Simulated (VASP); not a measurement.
Input of a VASP 6.6.1 run:

The input INCAR:

```
PREC = Accurate
ENCUT = 520
EDIFF = 1E-6
ISMEAR = 0
SIGMA = 0.1
LREAL = F
LASPH = T
NELM = 120
ALGO = Normal
ISIF = 3
LWAVE = F
LCHARG = F
GGA = PE
IBRION = 2
NSW = 90
EDIFFG = -0.01
```

The input KPOINTS:

```
regular mesh
0
Gamma
  9 9 9
```

POSCAR

```
HfO2
1.0
    0.0000000000      2.5575000000      2.5575000000
    2.5575000000      0.0000000000      2.5575000000
    2.5575000000      2.5575000000      0.0000000000
Hf O
1 2
Direct
    0.0000000000      0.0000000000      0.0000000000
    0.2500000000      0.2500000000      0.2500000000
    0.7500000000      0.7500000000      0.7500000000
```

Potentials or basis: VASP PAW PBE potentials, release 64 (Hf_pv, O).

The run is started by

```sh
$ cat potpaw_PBE.64/Hf_pv/POTCAR potpaw_PBE.64/O/POTCAR > POTCAR
$ mpirun -np 1 vasp_std > vasp.out
```

(1) Predict the relaxed volume.

(2) Predict the band gap on the k mesh.

(3) What does it give for the space group after relaxing (to 0.05 Å)?

(4) Estimate the relaxed cell.

Results:

(1) 10.88 Å³/atom.

(2) 3.91 eV, indirect (least direct gap 4.02 eV).

(3) Fm-3m (No. 225).

(4) a = 3.587 Å, b = 3.587 Å, c = 3.587 Å, α = 60.00°, β = 60.00°, γ = 60.00°.

Caveat: spin-orbit coupling is left out, which moves the levels of the heavy elements; an odd mesh through Γ misses points on the zone boundary, where band edges often lie.
